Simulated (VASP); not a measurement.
A run of VASP 6.6.1:

File INCAR:

```
  PREC = Normal
  ENCUT = 520
  EDIFF = 1E-5
  ISMEAR = 0
  SIGMA = 0.15
  LREAL = Auto
  LASPH = T
  NELM = 80
  ALGO = Fast
  ISIF = 3
  LWAVE = F
  LCHARG = F
  GGA = PE
  IBRION = 2
  NSW = 110
  EDIFFG = -0.03
  ISYM = 0
  KPAR = 4
```

KPOINTS

```
regular mesh
0
Gamma
  4 4 4
```

The input POSCAR:

```
InSb2As3
1.0
   -4.0044129700      4.0803757800     17.0530839900
    2.0916926400     -2.0610148300      8.5524754800
    1.9283394300      1.9871477700     -8.5314382000
In Sb As
2 4 6
Direct
    0.0204827300      0.9786490200      0.0163076500
    0.4973728300      0.9662050000      0.9609450200
    0.3510000600      0.6767299500      0.0021167000
    0.8536908900      0.6526018900      0.0368965500
    0.1592995300      0.3194689600      0.9626789900
    0.6859264700      0.3007337600      0.0221619900
    0.0836377600      0.1677483800      0.0077987500
    0.5435806400      0.1996042400      0.9815044400
    0.4071871300      0.8460650700      0.0205647700
    0.9444610000      0.8580936900      0.0494913800
    0.2513396000      0.5196999600      0.0542121900
    0.7530170200      0.5472003200      0.0919442400
```

Potentials or basis: VASP PAW PBE potentials, release 64 (In_d, Sb, As).

Run with:

```sh
$ cat potpaw_PBE.64/In_d/POTCAR potpaw_PBE.64/Sb/POTCAR potpaw_PBE.64/As/POTCAR > POTCAR
$ mpirun -np 4 vasp_std > vasp.out
```

Hardware: 4 MPI ranks on Intel(R) Xeon(R) 6975P-C (Granite Rapids), on a shared host.

Task: How long does it take, and how much memory?

Result: Wall time 75 min on 4 MPI ranks on Intel(R) Xeon(R) 6975P-C (Granite Rapids), on a shared host, peak memory 0.81 GiB a rank. Counts: scf iterations 274, k points 36, ion steps 38.
